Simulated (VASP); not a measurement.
Write the native input for VASP 6.6.1 that does the following.

| Property | Result |
| --- | --- |
| Task | single point |
| Functional | PBEsol |
| Potentials or basis | VASP PAW PBE potentials, release 64 (Co) |
| Cutoff | 520 eV |
| k mesh | 12 × 12 × 7 |
| Occupations | fermi-dirac, width 0.05 eV |
| Spin | collinear spin, ferromagnetic start |
| Starting moments | [2.0, 2.0] μB |
| Ladder | free |
| Further INCAR settings | ALGO = Normal; EDIFF = 1e-07; NBANDS = 20 |

The structure of Co lies in POSCAR:

```
Co
1.0
    2.4719999032      0.0000000000      0.0000000000
   -1.2359999516      2.1408147143      0.0000000000
    0.0000000000      0.0000000000      4.0211440800
Co
2
Direct
    0.6666666667      0.3333333333      0.7500000000
    0.3333333333      0.6666666667      0.2500000000
```

One way to write it, as run:

INCAR

```
SYSTEM = Co
PREC = Accurate
ENCUT = 520
EDIFF = 1E-7
ISMEAR = -1
SIGMA = 0.05
LREAL = .FALSE.
LASPH = .TRUE.
NELM = 120
ALGO = Normal
ISIF = 2
LWAVE = .FALSE.
LCHARG = .FALSE.
ISPIN = 2
MAGMOM = 2 2
LORBIT = 11
LMAXMIX = 4
GGA = PS
NBANDS = 20
```

KPOINTS

```
Automatic mesh
0
G
  12 12 7
  0 0 0
```

Potentials or basis: VASP PAW PBE potentials, release 64 (Co).

Launch:

```sh
$ cat potpaw_PBE.64/Co/POTCAR > POTCAR
$ mpirun -np 1 vasp_std > vasp.out
```

It gave:

- Pressure: -6.6 GPa
- Band gap on the k mesh: none (metal or under the smearing width)
- Net moment: 3.18 μB per cell
- Site moments: Co +1.60 μB
- Valence electrons inside the program's atomic spheres: Co 8.31

Caveat: the PAW data sets were made with another functional, which shifts forces and pressure a little.

Run time: 30 s on 1 thread of Intel(R) Xeon(R) 6975P-C (Granite Rapids), with other jobs on the host, peak memory 0.16 GiB.
